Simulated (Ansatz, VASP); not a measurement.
Given: the input of a run of VASP 6.6.1 on Os.

INCAR

```
SYSTEM = Os
PREC = Accurate
ENCUT = 600
EDIFF = 1E-6
ISMEAR = -1
SIGMA = 0.05
LREAL = .False.
LASPH = .True.
NELM = 100
ALGO = Fast
ISIF = 3
LWAVE = .False.
LCHARG = .False.
GGA = RP
IBRION = 2
NSW = 40
EDIFFG = -0.01
```

File KPOINTS:

```
Automatic mesh
0
Gamma
  11 11 6
  0 0 0
```

File POSCAR:

```
Os
1.0
    2.7341000000      0.0000000000      0.0000000000
   -1.3670500000      2.3678000565      0.0000000000
    0.0000000000      0.0000000000      4.3197000000
Os
2
Direct
    0.6666666667      0.3333333333      0.7500000000
    0.3333333333      0.6666666667      0.2500000000
```

Potentials or basis: VASP PAW PBE potentials, release 64 (Os).

Command:

```console
$ cat potpaw_PBE.64/Os/POTCAR > POTCAR
$ mpirun -np 1 vasp_std > vasp.out
```

Q: Set up the same calculation for Ansatz 0.2.0. Potentials there: Ansatz PAW.

A: As run (the cutoff follows the program's own potentials):

File input.yaml:

```yaml
crystal:
  lattice:
    - [2.7341, 0.0, 0.0]
    - [-1.36705, 2.3678000565, 0.0]
    - [0.0, 0.0, 4.3197]
  atoms:
    - { symbol: Os, position: [0.6666666667, 0.3333333333, 0.75] }
    - { symbol: Os, position: [0.3333333333, 0.6666666667, 0.25] }
hamiltonian:
  xc: rpbe
  pseudopotentials: { kind: paw }
kpoints:
  mp_grid: { grid: [11, 11, 6] }
scf:
  occupations: { method: fermi_dirac, width: 0.05 }
output:
  forces: true
  stress: true
relax:
  f_tol: 0.01
  max_steps: 40
  cell: { stress_tol: 0.05 }
```

Potentials or basis: Ansatz PAW.

Run with:

```console
$ ansatz run input.yaml --threads 2 --pin off --max-ram 5632MiB --backend cpu --events-out ev --progress --plain --runs-dir out
```

Both were run:

|  | VASP | Ansatz | Ansatz less VASP |
| --- | --- | --- | --- |
| relaxed volume (Å³/atom) | 14.42 | 14.43 | +0.012 |
| relaxed cell length with the largest relative difference (Å) | 4.362 | 4.364 | +0.0020 |
| energy change over the relaxation (meV/atom) | -17 | -17 | -0.6 |

The two sets of potentials don't hold the same shells in valence.

Caveats: the PAW data sets were made with another functional, which shifts forces and pressure a little (VASP); the plane-wave basis is chosen anew once the cell has moved, so the energies of steps on either side of that aren't comparable (Ansatz); the PAW data sets come from PBE, with cores solved anew for the run's functional, which leaves a small shift of forces and pressure (Ansatz). RPBE and its kin give volumes clearly too large for solids. The runs have no spin-orbit coupling, so splittings on Os are missing.
